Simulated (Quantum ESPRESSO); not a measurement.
TiSi:

```
CELL_PARAMETERS angstrom
1.81618 -2.11762 0.00000
1.81618 2.11762 0.00000
0.00000 0.00000 3.80393
ATOMIC_POSITIONS crystal
Ti 0.50000 0.50000 0.00000
Si 0.00000 0.00000 0.50000
```

The cell comes from a database or a generator and needn't be the stable form of this composition.

Base run:

- Program: Quantum ESPRESSO 7.5
- Functional: LDA
- Potentials or basis: GBRV 1.5 LDA
- Cutoff: 612 eV
- Density cutoff: 4898 eV
- k mesh: 10 × 10 × 7
- Occupations: fermi-dirac, width 0.05 eV
- Spin: no spin polarisation

Its results: band gap on the k mesh none (metal or under the smearing width); pressure -7.8 GPa.

Question: The run is repeated on the same cell with these changes: functional from LDA to PBEsol; potentials or basis from GBRV 1.5 LDA to GBRV 1.5 PBEsol. What comes out?

Answer: Band gap on the k mesh none (metal or under the smearing width); pressure -4.3 GPa.

Not every run made on this cell is shown here.
